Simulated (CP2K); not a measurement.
The system is Ge.

```xyz
1
Lattice="2.7105 0.0000 0.0000 0.0000 2.7105 0.0000 0.0000 0.0000 2.7105" Properties=species:S:1:pos:R:3 pbc="T T T"
Ge    0.0000    0.0000    0.0000
```

The cell was built by a generator and needn't be a form met in nature.

Base run:

```yaml
Program: CP2K 2026.2
Functional: optB88-vdW
Potentials_or_basis: POTENTIAL_UZH Ge GTH-PBE-q4; TZVP-MOLOPT-PBE-GTH basis
Density_cutoff: 9184 eV
k_mesh: 10 × 10 × 10
Occupations: fermi-dirac, width 0.05 eV
Spin: no spin polarisation
```

Its results: band gap on the k mesh none (metal or under the smearing width); pressure 3.1 GPa.

Task: The run is repeated on the same cell with these changes: functional from optB88-vdW to PBE. What comes out?

Result: Band gap on the k mesh none (metal or under the smearing width); pressure 0.4 GPa.

Caveats: the basis of atomic orbitals isn't converged, which shifts pressures, moduli and gaps; the potentials were made for another functional, which shifts forces and pressure (some runs).
